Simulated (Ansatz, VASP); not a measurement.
**Two plane-wave programs on Cu**

```
Cu
1.0
     1.21846   -3.97638    0.00000
     1.21846    3.97638    0.00000
     0.00000    0.00000    2.47550
Cu
2
Direct
  0.13387 0.86613 0.25000
  0.86613 0.13387 0.75000
```

Alike in both runs: task relaxation of cell and atoms; functional PBE; k mesh 8 × 8 × 8; occupations gaussian, width 0.1 eV; no spin polarisation.

|  | VASP | Ansatz |
| --- | --- | --- |
| version | VASP 6.6.1 | Ansatz 0.2.0 |
| potentials or method | VASP PAW PBE potentials, release 64 (Cu) | scalar-relativistic, plane waves, PAW |
| plane-wave cutoff (eV) | 600 | 420 |
| valence electrons in the cell | 22 | 38 |

Ansatz gave:

```
gap on the k mesh at the Fermi level, each at its own relaxed structure (eV) : none
relaxed volume (Å³/atom)                                                     : 12.57
relaxed cell length with the largest relative difference (Å)                 : 4.212
energy change over the relaxation (meV/atom)                                 : -11
```

Estimate VASP's values.

gap on the k mesh at the Fermi level, each at its own relaxed structure (eV): none; relaxed volume (Å³/atom): 12.60; relaxed cell length with the largest relative difference (Å): 4.223; energy change over the relaxation (meV/atom): -13.

A gap of «none» marks a metal or a gap that the smearing closes. The two sets of potentials don't hold the same shells in valence.
